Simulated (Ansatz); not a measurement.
# Ni₂Ge: enthalpy against pressure

Ni₂Ge, P6_3/mmc, a = 3.972 Å, c = 5.014 Å. The structure is a Materials Project entry; whether it is the stable form wasn't checked. Ansatz: PBEsol, PAW, 420 eV, Γ-centred 12×12×8 mesh on 6 atoms, Gaussian smearing 0.10 eV; no spin polarisation. Cell and atoms are relaxed at each pressure, and no other structure is tried, so the rows at high pressure may lie past a change of phase. y is the enthalpy over the state at zero pressure; there V0 = 11.418 Å³/atom. The pressures are the targets, met within 0.02 GPa.

```tsv
P (GPa)	y (eV/atom)
-3.0	-0.2154
0.0	0.0000
3.0	0.2122
8.0	?
15.0	1.0337
30.0	2.0109
60.0	3.8448
```

Problem. Fit y = c1 P + c2 P² + c3 P³ to the other rows, say what c1 and c2 mean, and predict the missing value.

Solution. Least squares on the rows shown. y = 0.071149 P − 0.00015711 P² + 6.5510×10⁻⁷ P³. Since dH/dP = V, c1 is V0: 0.071149 eV/GPa × 160.2 = 11.398 Å³ against 11.418; c2 = −V0/(2B0) gives B0 = 226 GPa, where a Birch–Murnaghan fit to the volumes of the same runs (not shown) gives 201 GPa: a cubic over this range folds the higher terms into c2. At P = 8.0 the fit asked for gives 0.5595 eV/atom. The run gave 0.5595 eV/atom, the same to the digits shown.